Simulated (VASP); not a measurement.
# Cs (C2/m) in VASP: notebook

Runs on Cs. Level: PBEsol. Tasks: single point.

All numbers are computed with VASP 6.6.1; they aren't measurements. Logs are shortened: lines on timing, memory, paths and dates and some standing lists are left out, and cuts for length are marked.

## (1) The crystal as given

It takes space group C2/m (No. 12, monoclinic). Conventional cell: a = 6.038 Å, b = 8.676 Å, c = 5.110 Å, α = 90.00°, β = 120.26°, γ = 90.00°.

This isn't the form of Cs at room conditions, which is bcc.

## (2) Single point, PBEsol

File INCAR:

```
ADDGRID = False
ALGO = Normal
EDIFF = 1E-6
ENCUT = 400
GGA = PS
ISIF = 2
ISMEAR = 1
LASPH = True
LCHARG = False
LREAL = False
LWAVE = False
NELM = 100
PREC = Accurate
SIGMA = 0.05
```

File KPOINTS:

```
k-points
0
Gamma
  13 13 13
```

File POSCAR:

```
Cs
1.0
    3.0190110000     -4.3381320000      0.0000000000
    3.0190110000      4.3381320000      0.0000000000
   -2.5749360000      0.0000000000      4.4138870000
Cs
1
Direct
    0.0000000000      0.0000000000      0.5000000000
```

Potentials or basis: VASP PAW PBE potentials, release 64 (Cs_sv).

Launch:

```console
$ cat potpaw_PBE.64/Cs_sv/POTCAR > POTCAR
$ mpirun -np 1 vasp_std > vasp.out
```

OUTCAR:

```text
EDIFF = 1E-6
   ENCUT = 400
   GGA = PS
   ISIF = 2
   ISMEAR = 1
   LASPH = True
   LREAL = False
   NELM = 100
   PREC = Accurate

 Found    595 irreducible k-points:

 Following reciprocal coordinates:
            Coordinates               Weight
  0.000000  0.000000  0.000000      1.000000
  0.076923  0.000000 -0.000000      4.000000
  0.153846  0.000000 -0.000000      4.000000
  0.230769  0.000000 -0.000000      4.000000
  0.307692  0.000000 -0.000000      4.000000
  0.384615 -0.000000 -0.000000      4.000000
   k-points           NKPTS =    595   k-points in BZ     NKDIM =    595   number of bands    NBANDS=      8
   number of dos      NEDOS =    301   number of ions     NIONS =      1
   total plane-waves  NPLWV =  46656
   dimension x,y,z NGX =    36 NGY =   36 NGZ =   36
   dimension x,y,z NGXF=    72 NGYF=   72 NGZF=   72
   ions per type =               1
   NGX,Y,Z   is equivalent  to a cutoff of  11.32, 11.32, 11.71 a.u.
   NGXF,Y,Z  is equivalent  to a cutoff of  22.65, 22.65, 23.42 a.u.
 SYSTEM =  unknown system
   PREC   = accura    normal or accurate (medium, high low for compatibility)
   ISTART =      0    job   : 0-new  1-cont  2-samecut
   ICHARG =      2    charge: 1-file 2-atom 10-const
   ISPIN  =      1    spin polarized calculation?
   LNONCOLLINEAR =      F non collinear calculations
   LSORBIT =      F    spin-orbit coupling
   LASPH  =      T    aspherical Exc in radial PAW
   ENCUT  =  400.0 eV  29.40 Ry    5.42 a.u.   8.62  8.62  8.33*2*pi/ulx,y,z
   NELM   =    100;   NELMIN=  2; NELMDL= -5     # of ELM steps
   EDIFF  = 0.1E-05   stopping-criterion for ELM
   LREAL  =      F    real-space projection
   EDIFFG = 0.1E-04   stopping-criterion for IOM
   NSW    =      0    number of steps for IOM
   IBRION =     -1    ionic relax: 0-MD 1-quasi-New 2-CG
   NFREE  =      0    steps in history (QN), initial steepest desc. (CG)
   ISIF   =      2    stress and relaxation
   ISYM   =      2    0-nonsym 1-usesym 2-fastsym
   POTIM  = 0.5000    time-step for ionic-motion
   TEBEG  =    0.0;   TEEND  =   0.0 temperature during run
   PSTRESS=    0.0 pullay stress
   NELECT =       9.0000    total number of electrons
   NUPDOWN=      -1.0000    fix difference up-down
   EMIN   =  10.00;   EMAX   =-10.00  energy-range for DOS
   EFERMI =   0.00;   METHOD = LEGACY
   ISMEAR =     1;   SIGMA  =   0.05  broadening in eV -4-tet -1-fermi 0-gaus
   EFERMI_NEDOS =   21; number of points for ismear=-14 and -15
   IALGO  =     38    algorithm
   IMIX   =      4    mixing-type and parameters
     AMIX     =   0.40;   BMIX     =  1.00
     AMIX_MAG =   1.60;   BMIX_MAG =  1.00
  volume/ion in A,a.u.               =     115.62       780.22
  Fermi-wavevector in a.u.,A,eV,Ry     =   0.699009  1.320936  6.647992  0.488614
  Thomas-Fermi vector in A             =   1.782770
   LORBIT       =      0    0 simple, 1 ext, 2 COOP (PROOUT), +10 PAW based schemes
   GGA     = PS    functional components
   LHFCALC =     F    Hartree Fock is set to
   AEXX    =    0.0000 exact exchange contribution
   IVDW    =     0    specifies the selected vdW correction
   LEPSILON=     F    determine dielectric tensor
   LRPA    =     F    only Hartree local field effects (RPA)
 non-spin polarized calculation
 Methfessel and Paxton  Order N= 1 SIGMA  =   0.05
  energy-cutoff  :      400.00
  volume of cell :      115.62
 maximum number of plane-waves:      2123
   NGX = 17   NGY = 17   NGZ = 17

 number of electron       8.9999999 magnetization

 Free energy of the ion-electron system (eV)
  ---------------------------------------------------
  ext. energy  EPLUGINS =         0.00000000
  ---------------------------------------------------
  free energy    TOTEN  =        -0.93499959 eV

  energy without entropy =       -0.93483287  energy(sigma->0) =       -0.93494402

 E-fermi :   0.3684     XC(G=0):  -5.4624

 val. band max:        0.3658531788   @ k =  -0.0769  -0.4615   0.2308
 cond. band min:       0.3698213602   @ k =  -0.0769  -0.3846   0.4615
 fundamental gap:      0.0039681814
 Fermi energy:         0.3684414031

 k-point     1 :       0.0000    0.0000    0.0000
  band No.  band energies     occupation
      1     -23.4961      2.00000
      2     -10.2244      2.00000
      3     -10.2153      2.00000
      4     -10.2063      2.00000
      5      -1.3156      2.00000
      6       2.6115      0.00000
      7       2.7691      0.00000
      8       3.0695      0.00000

 k-point     2 :       0.0769    0.0000   -0.0000
  band No.  band energies     occupation
      1     -23.4958      2.00000
      2     -10.2298      2.00000
      3     -10.2185      2.00000
      4     -10.2070      2.00000
      5      -1.2543      2.00000
      6       2.5661      0.00000
      7       2.6983      0.00000
      8       3.0851      0.00000

 k-point     3 :       0.1538    0.0000   -0.0000
  band No.  band energies     occupation
      1     -23.4950      2.00000
      2     -10.2484      2.00000
      3     -10.2243      2.00000
      4     -10.2080      2.00000
      5      -1.0752      2.00000
      6       2.4143      0.00000
      7       2.4695      0.00000
      8       3.2182      0.00000

 k-point     4 :       0.2308    0.0000   -0.0000
  band No.  band energies     occupation
      1     -23.4938      2.00000
      2     -10.2761      2.00000
      3     -10.2311      2.00000
      4     -10.2089      2.00000
      5      -0.7932      2.00000
      6       2.0772      0.00000
      7       2.2921      0.00000
      8       3.4861      0.00000

 k-point     5 :       0.3077    0.0000   -0.0000
  band No.  band energies     occupation
      1     -23.4926      2.00000
      2     -10.3053      2.00000
      3     -10.2382      2.00000
      4     -10.2098      2.00000
      5      -0.4353      2.00000
      6       1.7250      0.00000
      7       2.1390      0.00000
      8       3.8637      0.00000

 k-point     6 :       0.3846   -0.0000   -0.0000
  band No.  band energies     occupation
      1     -23.4915      2.00000
      2     -10.3292      2.00000
      3     -10.2440      2.00000
      4     -10.2104      2.00000
      5      -0.0479      2.00000
      6       1.4053      0.00000
      7       2.0244      0.00000
      8       3.8530      0.00000

 [... further k-points ...]
[... 5 lines left out ...]
  --------------------------------------------------------------------------------------
  -------------------------------------------------------------------------------------
  Total       -0.0866336     -0.0893102     -0.0823504      0.0000000      0.0000000     -0.0933296
  in kB       -1.2005447     -1.2376366     -1.1411886      0.0000000      0.0000000     -1.2933366
  external PRESSURE =      -1.1931233 kB  Pullay stress =       0.0000000 kB

 VOLUME and BASIS-vectors are now :
 -----------------------------------------------------------------------------
  energy-cutoff  :      400.00
  volume of cell :      115.62
      direct lattice vectors                 reciprocal lattice vectors
     3.019011000 -4.338132000  0.000000000     0.165617151 -0.115256982  0.096616330
     3.019011000  4.338132000  0.000000000     0.165617151  0.115256982  0.096616330
    -2.574936000  0.000000000  4.413887000     0.000000000  0.000000000  0.226557680

 POSITION                                       TOTAL-FORCE (eV/Angst)
 -----------------------------------------------------------------------------------
     -1.28747      0.00000      2.20694        -0.000000      0.000000      0.000000
 -----------------------------------------------------------------------------------
    total drift:                                0.000000     -0.000000      0.000000

  FREE ENERGIE OF THE ION-ELECTRON SYSTEM (eV)
  ---------------------------------------------------
  free  energy   TOTEN  =        -0.9349995889 eV

  energy  without entropy=       -0.9348328698  energy(sigma->0) =       -0.93494402
```

Run time: 2.9 min. Hardware: 1 thread of Intel Xeon Platinum 8488C (Sapphire Rapids), shared host; peak memory 0.48 GiB.

These settings aren't checked as converged: the numbers below hold their error.

What came out:

```
Free energy            : -0.9350 eV
Pressure               : -0.1 GPa
Band gap on the k mesh : none (metal or under the smearing width)
```

Caveat: the PAW data sets were made with another functional, which shifts forces and pressure a little.

## (3) Single point, PBEsol

INCAR is that of step 2.

KPOINTS is that of step 2.

File POSCAR:

```
Cs
1.0
    3.0286440000     -4.4025590000     -0.0553060000
    2.9811710000      4.3695220000      0.0984760000
   -2.5313490000      0.0923220000      4.3694900000
Cs
1
Direct
   -0.0054440000      0.0010830000      0.4979030000
```

Potentials or basis: VASP PAW PBE potentials, release 64 (Cs_sv).

Launch:

```console
$ cat potpaw_PBE.64/Cs_sv/POTCAR > POTCAR
$ mpirun -np 1 vasp_std > vasp.out
```

Run time: 5 min. Hardware: 1 thread of Intel Xeon Platinum 8488C (Sapphire Rapids), shared host; peak memory 0.75 GiB.

The run converged, but some of its settings lie outside the range that counts as converged, so its numbers aren't taken as properties of the crystal.

What came out:

| Item | Value |
| --- | --- |
| Free energy | -0.9334 eV |
| Pressure | -0.1 GPa |
| Band gap on the k mesh | none (metal or under the smearing width) |

Caveat: the PAW data sets were made with another functional, which shifts forces and pressure a little.

## (4) Single point, PBEsol

INCAR: that of step 3 with these lines changed.

```diff
@@ -13,2 +13,2 @@
 PREC = Accurate
-SIGMA = 0.05
+SIGMA = 0.02
```

KPOINTS is that of step 3.

File POSCAR:

```
Cs
1.0
    3.0190110000     -4.3381320000      0.0000000000
    3.0190110000      4.3381320000      0.0000000000
   -2.5749360000      0.0000000000      4.4138870000
Cs
1
Direct
    0.0000000000      0.0000000000      0.5000000000
```

Launch:

```console
$ cat potpaw_PBE.64/Cs_sv/POTCAR > POTCAR
$ mpirun -np 1 vasp_std > vasp.out
```

Wall time 2.8 min (1 thread of Intel Xeon Platinum 8488C (Sapphire Rapids), shared host); peak memory 0.48 GiB.

The run converged, but some of its settings lie outside the range that counts as converged, so its numbers aren't taken as properties of the crystal.

Results:

- Free energy: -0.9349 eV
- Pressure: -0.1 GPa
- Band gap on the k mesh: none (metal or under the smearing width)

Caveat: the PAW data sets were made with another functional, which shifts forces and pressure a little.

## (5) Single point, PBEsol

File INCAR:

```
ADDGRID = False
ALGO = Normal
EDIFF = 1E-8
ENCUT = 900
GGA = PS
ISIF = 2
ISMEAR = 1
LASPH = True
LCHARG = False
LREAL = False
LWAVE = False
NELM = 100
PREC = Accurate
SIGMA = 0.1
```

File KPOINTS:

```
k-points
0
Gamma
  15 15 15
```

POSCAR is that of step 4.

Launch:

```console
$ cat potpaw_PBE.64/Cs_sv/POTCAR > POTCAR
$ mpirun -np 1 vasp_std > vasp.out
```

Wall time 25 min (1 thread of Intel Xeon Platinum 8488C (Sapphire Rapids), shared host); peak memory 1.9 GiB.

The run converged. Its results:

```yaml
Free_energy: -0.9343 eV
Pressure: -0.1 GPa
Band_gap_on_the_k_mesh: none (metal or under the smearing width)
```

Stress tensor (GPa, compression positive):
```
-0.13  0.00 -0.13
 0.00 -0.11  0.00
-0.13  0.00 -0.10
```

Levels at points of the mesh, in eV from the Fermi level:
```
           k point  band 2  band 3  band 4  band 5  band 6  band 7
(0.00, 0.00, 0.00)  -10.59  -10.58  -10.58   -1.68    2.24    2.40
```

Caveat: the PAW data sets were made with another functional, which shifts forces and pressure a little. The run has no spin-orbit coupling, so splittings on Cs are missing.

## (6) Single point, PBEsol

INCAR is that of step 5.

KPOINTS is that of step 5.

File POSCAR:

```
Cs
1.0
    3.0286440000     -4.4025590000     -0.0553060000
    2.9811710000      4.3695220000      0.0984760000
   -2.5313490000      0.0923220000      4.3694900000
Cs
1
Direct
   -0.0054440000      0.0010830000      0.4979030000
```

Potentials or basis: VASP PAW PBE potentials, release 64 (Cs_sv).

Launch:

```console
$ cat potpaw_PBE.64/Cs_sv/POTCAR > POTCAR
$ mpirun -np 1 vasp_std > vasp.out
```

Wall time 36 min (1 thread of Intel Xeon Platinum 8488C (Sapphire Rapids), shared host); peak memory 3.3 GiB.

Results (log left out):

- Free energy: -0.9327 eV
- Pressure: -0.1 GPa
- Band gap on the k mesh: none (metal or under the smearing width)

Stress tensor (GPa, compression positive):
```
-0.13  0.01 -0.15
 0.01 -0.14  0.01
-0.15  0.01 -0.06
```

Levels at points of the mesh, in eV from the Fermi level:
```csv
k point,band 1,band 2,band 3,band 4,band 5,band 6,band 7,band 8
"(0.00, 0.00, 0.00)",-23.87,-10.60,-10.59,-10.57,-1.68,2.19,2.43,2.68
```

Caveat: the PAW data sets were made with another functional, which shifts forces and pressure a little. Spin-orbit coupling is left out, which matters for the levels of Cs.
